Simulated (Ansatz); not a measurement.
# Si2W (110): surface energy and levels, part 2 of 3

Aim: for Si2W, compute energy, relaxation and work function or band edges of the (110) face.

Ansatz 0.2.0; DFT PBE, scalar-relativistic, plane waves, PAW.

### 4 Single point on the unrelaxed (110) slab

The cell repeats along c, and a dipole correction in the vacuum removes the field between the copies.

input.yaml

```yaml
crystal:
  lattice:
    - [4.566546473, 0.0, 0.0]
    - [-2.2832732365, 3.9336866682, 0.0]
    - [0.0, 0.0, 24.1330929461]
  atoms:
    - { symbol: Si, position: [0.1654325919, 0.3308651837, 0.3107765762] }
    - { symbol: Si, position: [0.8345674081, 0.6691348163, 0.3107765762] }
    - { symbol: W, position: [0.5, 0.0, 0.3107765762] }
    - { symbol: Si, position: [0.6654325919, 0.3308651837, 0.4053882881] }
    - { symbol: Si, position: [0.3345674081, 0.6691348163, 0.4053882881] }
    - { symbol: W, position: [0.0, 0.0, 0.4053882881] }
    - { symbol: Si, position: [0.1654325919, 0.3308651837, 0.5] }
    - { symbol: Si, position: [0.8345674081, 0.6691348163, 0.5] }
    - { symbol: W, position: [0.5, 0.0, 0.5] }
    - { symbol: Si, position: [0.6654325919, 0.3308651837, 0.5946117119] }
    - { symbol: Si, position: [0.3345674081, 0.6691348163, 0.5946117119] }
    - { symbol: W, position: [0.0, 0.0, 0.5946117119] }
    - { symbol: Si, position: [0.1654325919, 0.3308651837, 0.6892234238] }
    - { symbol: Si, position: [0.8345674081, 0.6691348163, 0.6892234238] }
    - { symbol: W, position: [0.5, 0.0, 0.6892234238] }
basis:
  ecutwfc: 420
kpoints:
  mp_grid: { grid: [9, 9, 1] }
hamiltonian:
  xc: pbe
scf:
  occupations: { method: gaussian, width: 0.1 }
output:
  forces: true
  eigenvalues: true
  write_density: true
  write_potential: true
  elf: true
  volumetric_format: npy
efield:
  axis: 3
  dipole_correction: true
  ramp_width: 0.04
```

Started as:

```sh
ansatz run input.yaml --threads 4 --pin off --max-ram 9216MiB --backend cpu --events-out ev --progress --plain --runs-dir out
```

Output:

```text
Warning: RAYON_NUM_THREADS=4 ignored (pool sized by the plan → 4); use --threads N
Engine: ansatz 0.2.0, aarch64-unknown-linux-gnu
Pseudopotentials: kind: paw
Pseudopotential: Si, paw, valence charge 4, recommended cutoff 420 eV (normal), Si.paw.azcp
Pseudopotential: W, paw, valence charge 14, recommended cutoff 420 eV (normal), W.paw.azcp
Functional definition: PBE
  parameter kappa = 0.804
  parameter beta = 0.06672455060314922
  exchange = pbe_x(kappa = kappa, mu = beta*pi^2/3)
  correlation = pbe_c(beta = beta)
Crystal: 15 atoms, lattice volume = 433.512 Å³
Basis set: ecut = 420 eV, 8491 PW (Γ), exchange–correlation on 64×64×324 points (8 copies of the dense FFT grid, shifted against one another)
Bands: 70, of which v1, the nominal top of the filled ones, is band 55 counted from 1 (54 counted from 0)
Symmetry: 4 space group operations
k-points: 25 of 81
Non-local potential: Si, projectors of the file, l = 0: 2, l = 1: 2, l = 2: 2
Non-local potential: W, projectors of the file, l = 0: 3, l = 1: 2, l = 2: 2, l = 3: 1
PAW form: soft (Blöchl's): semilocal exchange-correlation on the pseudo side does not see the compensation charge
PAW one-centre angular grid: Si, 110 points (default); XC on 64 Gauss nodes
PAW one-centre angular grid: W, 590 points (default); XC on 64 Gauss nodes
Initial density: superposition of atomic densities (neutral atoms: chi_scale 0, normalization atom), corrected by the library's trained network
Initial wavefunctions: pseudopotential atomic-orbital guess
Functional: x = pbe(κ = 0.804, μ = 0.2195149727645171), c = pbe(β = 0.06672455060314922)
SCF iter   1: F=—  HF=-58281.983272 eV  |F-HF|=—  |Δ(HF+E_count)|=         —  Δρ=6.04e-3  dr2=8.72e-1  ethr=1.77e-3  p=0.000 e·Å  D=1.65e-13 V/Å  ΔV_dip=-0.00 eV  dr2_dipole=6.53e-12  V_vac-E_F(+/−)=4.26/4.26 eV  ⟨swp⟩=12.0  Hψ=10486  notcnv=0
efield: sawtooth ramp at fractional position 0.9800 (placed from the atoms, in the widest stretch of the axis that holds none; the zero of the levels goes with the place), width 0.0400; the density the first Hamiltonian is built on has a dipole p = 0.000 e·Å; the dipole correction subtracts the counter field D = 1.65e-13 V/Å, which shifts the + side's vacuum level by -0.00 eV against the − side's; the planar-averaged density in the ramp window peaks in size at 1.1e-4 e/Å³
preconditioner: auto → LDOS  [metal: Δε(μ)=0.012 eV  Ē_g=6.872 eV  σ=0.100 eV  W_gap=0.07  n_scr=82 (ndim 8)  ℏωp=14.9 eV  f_vac=0.451  D(μ)=5.95/eV (n_scr^D=12)  β→1.0]
SCF iter   2: F=—  HF=-58281.921481 eV  |F-HF|=—  |Δ(HF+E_count)|=   6.18e-2  Δρ=3.90e-3  dr2=3.13e-1  ethr=7.93e-4  p=0.000 e·Å  D=4.97e-7 V/Å  ΔV_dip=-0.00 eV  dr2_dipole=2.91e-9  V_vac-E_F(+/−)=4.26/4.26 eV  ⟨swp⟩=3.0  Hψ=2958  notcnv=0  defer=170
SCF iter   3: F=—  HF=-58281.886486 eV  |F-HF|=—  |Δ(HF+E_count)|=   3.50e-2  Δρ=1.12e-3  dr2=1.93e-2  ethr=2.85e-4  p=-0.000 e·Å  D=-2.58e-7 V/Å  ΔV_dip=0.00 eV  dr2_dipole=1.53e-9  V_vac-E_F(+/−)=4.29/4.29 eV  ⟨swp⟩=2.0  Hψ=2448  notcnv=0  defer=170
SCF iter   4: F=—  HF=-58281.884862 eV  |F-HF|=—  |Δ(HF+E_count)|=   1.62e-3  Δρ=4.22e-4  dr2=1.45e-3  ethr=1.75e-5  p=-0.000 e·Å  D=-4.93e-7 V/Å  ΔV_dip=0.00 eV  dr2_dipole=9.42e-10  V_vac-E_F(+/−)=4.27/4.27 eV  ⟨swp⟩=2.8  Hψ=2681  notcnv=0  defer=170
SCF iter   5: F=—  HF=-58281.885105 eV  |F-HF|=—  |Δ(HF+E_count)|=   2.43e-4  Δρ=1.39e-4  dr2=3.36e-4  ethr=1.32e-6  p=-0.000 e·Å  D=-1.11e-7 V/Å  ΔV_dip=0.00 eV  dr2_dipole=1.52e-11  V_vac-E_F(+/−)=4.25/4.25 eV  ⟨swp⟩=3.0  Hψ=2902  notcnv=0  defer=170
SCF iter   6: F=—  HF=-58281.885113 eV  |F-HF|=—  |Δ(HF+E_count)|=   7.77e-6  Δρ=4.48e-5  dr2=1.61e-5  ethr=3.05e-7  p=0.000 e·Å  D=3.50e-8 V/Å  ΔV_dip=-0.00 eV  dr2_dipole=1.79e-11  V_vac-E_F(+/−)=4.24/4.24 eV  ⟨swp⟩=2.1  Hψ=2338  notcnv=0  defer=170
SCF iter   7: F=—  HF=-58281.885607 eV  |F-HF|=—  |Δ(HF+E_count)|=   4.95e-4  Δρ=1.46e-5  dr2=1.49e-6  ethr=1.47e-8  p=0.000 e·Å  D=4.92e-8 V/Å  ΔV_dip=-0.00 eV  dr2_dipole=4.78e-13  V_vac-E_F(+/−)=4.24/4.24 eV  ⟨swp⟩=2.9  Hψ=3228  notcnv=0  defer=145
SCF iter   8: F=-58281.885608 eV  HF=-58281.885608 eV  |F-HF|=1.88e-7  |Δ(HF+E_count)|=   8.17e-7  Δρ=3.86e-6  dr2=8.65e-8  ethr=9.09e-11  p=0.000 e·Å  D=1.83e-8 V/Å  ΔV_dip=-0.00 eV  dr2_dipole=4.88e-12  V_vac-E_F(+/−)=4.24/4.24 eV  ⟨swp⟩=24.8  Hψ=19082  notcnv=0
SCF 1 converged in 8 iterations: F = -58281.885608 eV  dr2 = 8.65e-8
WARN: The output density's exchange-correlation potential varies sharply where the density is thin. Do not read a vacuum level from v_tot or v_xc, or from such a field of the output density. On a cell that repeats whose density bears no net charge and no dipole along the vacuum's axis use v_es (v_loc + v_h of the components); under efield.dipole_correction with no amplitude use v_es + v_field, which holds any external_charges[].barrier, or the levels of the report's work_function block, which leave it out; under a non-zero efield.amplitude the vacuum is tilted and has no level; on a cell that repeats and bears such a dipole with no correction it is tilted too, and efield.dipole_correction with no amplitude gives each side of its ramp a level where efield: is served; in a cell that repeats whose density bears a net charge (total_charge, or a fill off its count) it is curved and has none; of a slab under crystal.periodic whose density bears no net charge use v_es, which has a level on each side, short of where the two are joined; of another it falls or rises all the way out and has none; of a slab beside external_charges read slab_vacuum_level instead, which it has where they leave it neutral. The grid or the basis barely resolves most such structure, and the values can differ between equally converged runs; as a rule a tighter scf.convergence.dr2_threshold does not remove it. Where the density itself ripples (under the LDA too) a higher basis.ecutwfc lessens it. The files hold the spikes' plane waves up to the density's cutoff. Files: v_tot_of_output_density and the like, and their columns of v_z.tsv (output.write_potential); v_xc_of_output_density and the like, and their columns of v_comp_z.tsv (output.write_potential_components). Measured: with its Gaussian average of σ = 0.25 Å subtracted twice, the exchange-correlation potential is over 0.1 eV at 134 of the grid points where the equally averaged density (valence and model cores) is under 1e-3 e/Å³, and 0.275 eV at the most among them, at an averaged density of 3.4e-8 e/Å³. The input density's (outcome.potential() and, of a run that writes arrays, v_tot and v_xc) is over 0.1 eV, so measured, at 628 points of its own thin density, 0.179 eV at the most. See output.write_potential in the manual, Limitations
SCF converged after 8 iterations
Free energy (F): -58281.885608 eV
Harris-Foulkes:  -58281.885608 eV  (|F-HF|=1.88e-7)
Internal energy: -58281.848905 eV  (E = F + TS)
E sigma→0 (E₀):  -58281.867257 eV
Entropy (-TS):   -0.036703 eV (-2.447 meV/atom)
Fermi energy:    5.530809 eV
Dipole field:    D = -0.000002 V/Å  (p = -0.000005 e·Å, saw-weighted, corrected)
Work function:   Φ+ = 4.2362 eV   Φ− = 4.2361 eV
Levels:          The Fermi level and band energies are counted from a zero that moves with the ramp; work functions are not
--- Per-component energies (eV) ---
  E_band       = -1594.201490
  E_kinetic    = 2684.281564
  E_local      = -74135.472667  (includes V_loc(G=0)·N_el)
  E_nonlocal   = 254.171850
  E_hartree    = 35965.895891
  E_xc         = -1897.639781
  E_vxc        = -1676.869946  (∫ρ·V_xc dr)
  E_paw        = -47940.795718  (= ΣΔE_a)
  E_vpaw       = -652.066055  (= ΣTr[D̂ρ^β])
  E_aug_tail   = -0.000304  (compensation charges beyond the density's cutoff)
  E_efield     = 0.000000  (sawtooth field / dipole correction)
  E_vefield    = 0.000000  (∫n·V_field dr)
  E_ewald      = 26787.710259
  E_smearing   = -0.036703  (= −TS)
  E_closure    = 0.000000  (closes the sum)
  Σ components = -58281.885608   (vs F -58281.885608, Δ=0.00e0)
--- Forces (eV/Å), atoms counted from 1 ---
  atom   1  Si     0.00000000    -0.16455524    -0.50440496
  atom   2  Si     0.00000000     0.16455524    -0.50440496
  atom   3  W      0.00000000     0.00000000     1.92713749
  atom   4  Si     0.00000000    -0.21662662    -0.59904779
  atom   5  Si     0.00000000     0.21662662    -0.59904779
  atom   6  W      0.00000000     0.00000000     0.38761310
  atom   7  Si     0.00000000     0.03151209    -0.00000086
  atom   8  Si     0.00000000    -0.03151209    -0.00000086
  atom   9  W      0.00000000     0.00000000    -0.00000293
  atom  10  Si     0.00000000    -0.21662625     0.59904969
  atom  11  Si     0.00000000     0.21662625     0.59904969
  atom  12  W      0.00000000     0.00000000    -0.38760786
  atom  13  Si     0.00000000    -0.16455575     0.50440430
  atom  14  Si     0.00000000     0.16455575     0.50440430
  atom  15  W      0.00000000     0.00000000    -1.92714048
  max |Σ_I F_I| component: 6.91e-8 eV/Å
--- Band table (eV; the first three rows and the last of 25) ---
  k-point 0: bands = ["-68.1914", "-68.1609", "-68.1601", "-67.9909", "-67.9909", "-32.6164", "-32.6075", "-32.5422", "-32.5305", "-32.4911", "-32.4876", "-32.4544", "-32.4351", "-32.4265", "-32.4015", "-32.3971", "-32.2852", "-32.2847", "-32.1822", "-32.1822", "-7.9874", "-7.1583", "-6.0071", "-4.7155", "-3.8997", "-1.0085", "-0.8206", "-0.4123", "-0.3596", "-0.2400", "-0.0743", "0.1615", "0.3160", "0.5674", "0.6318", "0.7231", "1.0443", "1.3582", "1.6465", "1.9597", "2.3723", "2.5056", "2.5265", "2.8262", "2.8285", "3.1326", "3.2724", "3.5072", "3.5091", "3.6366", "3.7043", "4.7927", "5.7277", "5.8505", "5.9697", "6.0640", "6.0814", "6.1265", "6.1880", "8.1436", "8.2203", "8.3319", "8.7018", "8.7642", "8.8620", "8.9301", "8.9342", "9.1126", "9.2455", "9.3063"]
  k-point 1: bands = ["-68.1913", "-68.1609", "-68.1601", "-67.9909", "-67.9909", "-32.6167", "-32.6073", "-32.5420", "-32.5307", "-32.4911", "-32.4877", "-32.4560", "-32.4361", "-32.4268", "-32.4014", "-32.3972", "-32.2853", "-32.2849", "-32.1831", "-32.1831", "-7.8510", "-7.0286", "-5.8867", "-4.6030", "-3.8205", "-1.4205", "-1.1165", "-1.0111", "-0.9268", "-0.6601", "-0.2895", "-0.2554", "0.6153", "0.6338", "1.0596", "1.3451", "1.6542", "1.6817", "1.9958", "2.3780", "2.5542", "2.5818", "2.5826", "2.8162", "2.9061", "2.9400", "3.1613", "3.2618", "3.3782", "3.6159", "3.9605", "4.8908", "5.5139", "5.5902", "5.6977", "5.7267", "5.9158", "5.9241", "6.0773", "7.4554", "7.9029", "8.1423", "8.4645", "8.5743", "8.5744", "8.6557", "8.7259", "8.7563", "8.9773", "9.0981"]
  k-point 2: bands = ["-68.1913", "-68.1609", "-68.1601", "-67.9908", "-67.9908", "-32.6173", "-32.6067", "-32.5417", "-32.5313", "-32.4911", "-32.4882", "-32.4599", "-32.4385", "-32.4277", "-32.4014", "-32.3972", "-32.2858", "-32.2853", "-32.1852", "-32.1852", "-7.4507", "-6.6495", "-5.5373", "-4.2811", "-3.6409", "-2.5067", "-2.0438", "-1.7465", "-1.5294", "-1.0257", "-0.7000", "-0.0998", "0.3928", "0.7339", "1.6452", "1.6744", "2.0183", "2.2324", "2.4171", "2.7159", "2.7328", "2.7351", "2.7746", "2.9962", "3.0817", "3.1629", "3.1942", "3.2506", "3.3774", "3.5729", "4.0608", "4.7696", "4.8652", "5.1670", "5.5149", "5.5251", "5.6872", "5.9748", "6.1448", "6.4664", "7.3923", "7.5330", "7.7144", "7.7788", "7.9763", "8.1804", "8.3559", "8.9310", "9.2873", "9.3056"]
  k-point 24: bands = ["-68.1905", "-68.1608", "-68.1608", "-67.9909", "-67.9909", "-32.6385", "-32.6273", "-32.5502", "-32.5375", "-32.4821", "-32.4811", "-32.4481", "-32.4378", "-32.4374", "-32.3933", "-32.3881", "-32.2857", "-32.2848", "-32.1851", "-32.1851", "-6.5017", "-5.6966", "-4.5758", "-4.2207", "-3.6433", "-3.3851", "-3.1757", "-2.7751", "-1.5929", "-1.1978", "-0.8388", "-0.1611", "-0.1547", "0.2173", "0.4838", "1.3584", "1.7026", "1.7960", "2.0595", "2.4800", "2.7595", "2.8191", "3.0066", "3.1758", "3.2756", "3.3373", "3.3464", "3.4404", "3.5175", "3.5531", "4.0766", "4.6694", "4.7644", "5.1881", "5.2359", "5.8655", "5.9950", "6.8408", "7.2666", "7.4686", "7.6775", "7.9579", "8.1086", "8.1688", "8.3675", "8.5326", "8.7694", "8.7838", "8.7944", "9.2167"]
```

Run time: 37 s. Hardware: 4 threads of Arm Neoverse V1, shared host; peak memory 1.3 GiB.

Read from this run: work function 4.24 eV.

Plane-averaged electrostatic potential energy of an electron across the slab, counted from the Fermi level:

z (Å), V (eV) and a bar:
```
     1.79       4.24 ##############################
     2.09       4.24 ##############################
     2.68       4.24 ##############################
     2.98       4.24 ##############################
     3.58       4.23 ##############################
     3.87       4.23 ##############################
     4.17       4.22 ##############################
     4.77       4.17 ##############################
     5.06       4.10 ##############################
     5.66       3.62 #############################
     5.96       2.92 ############################
     6.26       1.44 ###########################
     6.85      -8.33 ###############
     7.15     -16.57 ######
     7.75     -18.79 ###
     8.04     -11.42 ############
     8.64      -1.47 #######################
     8.94      -3.97 ####################
     9.24     -11.50 ###########
     9.83     -21.25 
    10.13     -16.96 #####
    10.73      -2.73 ######################
    11.02      -1.93 #######################
    11.32      -6.17 ##################
    11.92     -20.52 #
    12.22     -20.52 #
    12.81      -6.17 ##################
    13.11      -1.93 #######################
    13.41      -2.73 ######################
    14.00     -16.96 #####
    14.30     -21.25 
    14.90     -11.50 ###########
    15.19      -3.97 ####################
    15.49      -1.47 #######################
    16.09     -11.42 ############
    16.39     -18.79 ###
    16.98     -16.57 ######
    17.28      -8.33 ###############
    17.88       1.44 ###########################
    18.17       2.92 ############################
    18.47       3.62 #############################
    19.07       4.10 ##############################
    19.37       4.17 ##############################
    19.96       4.22 ##############################
    20.26       4.23 ##############################
    20.56       4.23 ##############################
    21.15       4.24 ##############################
    21.45       4.24 ##############################
    22.05       4.24 ##############################
    22.35       4.24 ##############################
```

The maps below are laid out on this run's own conventional cell (a, b, c = 4.567, 7.867, 24.133 Å).

Density in a lattice plane of the grid's cell (edges 7.87 and 24.13 Å, at 0.000 of the third edge), which holds Si and W.

Values in e/Å³, 12 rows by 6 columns:
```
0.00 0.00 0.00 0.00 0.00 0.00
0.00 0.00 0.00 0.00 0.00 0.00
0.06 0.07 0.05 0.08 0.05 0.07
0.31 0.31 0.37 4.09 0.37 0.31
5.00 0.40 0.13 0.31 0.13 0.40
0.32 0.06 0.42 3.63 0.42 0.06
5.00 0.40 0.13 0.31 0.13 0.40
0.31 0.31 0.37 4.09 0.37 0.31
0.06 0.07 0.05 0.08 0.05 0.07
0.00 0.00 0.00 0.00 0.00 0.00
0.00 0.00 0.00 0.00 0.00 0.00
0.00 0.00 0.00 0.00 0.00 0.00
```
Columns run along the first of these edges and rows up along the second, over one cell in 6 and 12 even steps from the bottom left corner. Atoms in the plane (fractional): Si at (0.17, 0.31), Si at (0.83, 0.31), W at (0.50, 0.31), Si at (0.67, 0.41), Si at (0.33, 0.41), W at (0.00, 0.41), Si at (0.17, 0.50), Si at (0.83, 0.50), W at (0.50, 0.50), Si at (0.67, 0.59), Si at (0.33, 0.59), W at (0.00, 0.59), Si at (0.17, 0.69), Si at (0.83, 0.69), W at (0.50, 0.69).

ELF in the same plane.

Values, 12 rows by 6 columns:
```
0.00 0.00 0.00 0.00 0.00 0.00
0.01 0.00 0.00 0.00 0.00 0.00
0.36 0.44 0.27 0.06 0.27 0.44
0.43 0.40 0.49 0.64 0.49 0.40
0.30 0.45 0.27 0.44 0.27 0.45
0.42 0.48 0.43 0.00 0.43 0.48
0.30 0.45 0.27 0.44 0.27 0.45
0.43 0.40 0.49 0.64 0.49 0.40
0.36 0.44 0.27 0.06 0.27 0.44
0.01 0.00 0.00 0.00 0.00 0.00
0.00 0.00 0.00 0.00 0.00 0.00
0.00 0.00 0.00 0.00 0.00 0.00
```
Columns run along the first of these edges and rows up along the second, over one cell in 6 and 12 even steps from the bottom left corner. Atoms in the plane (fractional): Si at (0.17, 0.31), Si at (0.83, 0.31), W at (0.50, 0.31), Si at (0.67, 0.41), Si at (0.33, 0.41), W at (0.00, 0.41), Si at (0.17, 0.50), Si at (0.83, 0.50), W at (0.50, 0.50), Si at (0.67, 0.59), Si at (0.33, 0.59), W at (0.00, 0.59), Si at (0.17, 0.69), Si at (0.83, 0.69), W at (0.50, 0.69).

Both are smooth fields of the valence electrons: close to the nuclei they are not physical.

Maxima of ELF outside the ion cores: 0.82 on the Si–W line, 1.0 Å from Si.

(Part 2 of 3 ends here.)
